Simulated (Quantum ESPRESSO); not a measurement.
Ru:

```
CELL_PARAMETERS angstrom
2.70580 0.00000 0.00000
-1.35290 2.34329 0.00000
0.00000 0.00000 4.28190
ATOMIC_POSITIONS crystal
Ru 0.66667 0.33333 0.75000
Ru 0.33333 0.66667 0.25000
```

| Property | Result |
| --- | --- |
| Program | Quantum ESPRESSO 7.5 |
| Task | phonons |
| Functional | LDA |
| Potentials or basis | PseudoDojo 0.4.1 SR LDA standard |
| Cutoff | 1197 eV |
| Density cutoff | 4789 eV |
| k mesh | 11 × 11 × 6 |
| Occupations | cold, width 0.2 eV |
| Spin | no spin polarisation |
| Form of the LDA correlation | PW92 |
| Mixing beta | 0.5 |
| Most SCF iterations | 120 |
| SCF threshold | 4e-10 Ry |

The cell and the atoms were relaxed first, to 13.12 Å³/atom (a = 2.675 Å, b = 2.675 Å, c = 4.233 Å, α = 90.00°, β = 90.00°, γ = 120.00°), and the response was taken there.

**Question.** Which optical modes does the crystal have at the zone centre, and which show in infrared and Raman spectra?

**Answer.** The optical modes are E2g + B1g. None is infrared active. Raman active: E2g.

Optical modes at Γ, degenerate ones joined:
```csv
cm⁻¹,components,symmetry,active in
186,2,E2g,Raman
273,1,B1g,silent
```

Caveat: the mesh is thin for the phonons of a metal.
